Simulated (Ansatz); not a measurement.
Suppose ScAl3 takes space group Fm-3m (No. 225), with Sc on 4a; Al on 4b and 8c.

These are results of DFT PBE, scalar-relativistic, plane waves, PAW (Ansatz), not measurements. Cutoff 420 eV, Γ-centred mesh, Gaussian smearing, no spin polarisation.

Energies over the elements count from the elements' standard structures at the same level, with no fitted energy shifts.

Question: Predict the relaxed structure.

Answer:

Space group Fm-3m (No. 225). a = 6.603 Å, b = 6.603 Å, c = 6.603 Å, α = 90.00°, β = 90.00°, γ = 90.00°
```json
{"atom": "Sc", "site": "4a", "symmetry": "m-3m", "x": "0.0000", "y": "0.0000", "z": "0.0000"}
{"atom": "Al", "site": "4b", "symmetry": "m-3m", "x": "0.5000", "y": "0.0000", "z": "0.0000"}
{"atom": "Al", "site": "8c", "symmetry": "-43m", "x": "0.2500", "y": "0.7500", "z": "0.7500"}
```

It has the BiF3 (D0_3) type. Sc is surrounded by 8 Al at 2.86 Å and 6 Al at 3.30 Å; Al on a site of symmetry m-3m is surrounded by 8 Al at 2.86 Å and 6 Sc at 3.30 Å; Al on a site of symmetry -43m has 4 Al at 2.86 Å, 4 Sc at 2.86 Å and 6 Al at 3.30 Å.

Question: Where does its energy lie, and is it a metal?

Answer: The energy over the elements is −0.10 eV/atom and the gap on the 12×12×12 mesh of the 4-atom cell is 0 eV (a metal).

The last run used Gaussian smearing of 0.10 eV. Symmetry constrained the relaxation, so the result can be a saddle point. Another cell of ScAl3 relaxed alike, in Pm-3m (a Materials Project cell), lies 0.36 eV/atom lower, so this cell isn't the stable form at this level.
